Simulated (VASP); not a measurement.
Set up this calculation in VASP 6.6.1, as the native input.

```
Task                   : single point
Functional             : PBEsol
Potentials or basis    : VASP PAW PBE potentials, release 64 (Pb_d, S)
Cutoff                 : 700 eV
k mesh                 : 10 × 10 × 10
Occupations            : gaussian, width 0.1 eV
Spin                   : no spin polarisation
Further INCAR settings : ALGO = Fast; EDIFF = 1e-06
```

The structure of PbS lies in POSCAR:

```
PbS
1.0
    0.0000000000      2.9519000000      2.9519000000
    2.9519000000      0.0000000000      2.9519000000
    2.9519000000      2.9519000000      0.0000000000
Pb S
1 1
Direct
    0.5000000000      0.5000000000      0.5000000000
    0.0000000000      0.0000000000      0.0000000000
```

The cell is a database's computed one.

One way to write it, as run:

INCAR

```
SYSTEM = PbS
ALGO = Fast
EDIFF = 1E-6
ENCUT = 700
GGA = PS
ISIF = 2
ISMEAR = 0
LASPH = .TRUE.
LCHARG = .FALSE.
LREAL = .FALSE.
LWAVE = .FALSE.
NELM = 100
PREC = Accurate
SIGMA = 0.1
```

KPOINTS

```
k-points
0
G
  10 10 10
  0 0 0
```

Potentials or basis: VASP PAW PBE potentials, release 64 (Pb_d, S).

Launch:

```console
$ cat potpaw_PBE.64/Pb_d/POTCAR potpaw_PBE.64/S/POTCAR > POTCAR
$ mpirun -np 1 vasp_std > vasp.out
```

It gave:

| Item | Value |
| --- | --- |
| Pressure | 0.0 GPa |
| Band gap on the k mesh | 0.20 eV, direct |

Caveat: the PAW data sets were made with another functional, which shifts forces and pressure a little; spin-orbit coupling is left out, which as a rule narrows the gap of such compounds by several tenths of an eV.

Wall time 44 s on 1 thread of Intel(R) Xeon(R) Platinum 8488C (Sapphire Rapids), on a shared host, peak memory 0.24 GiB.
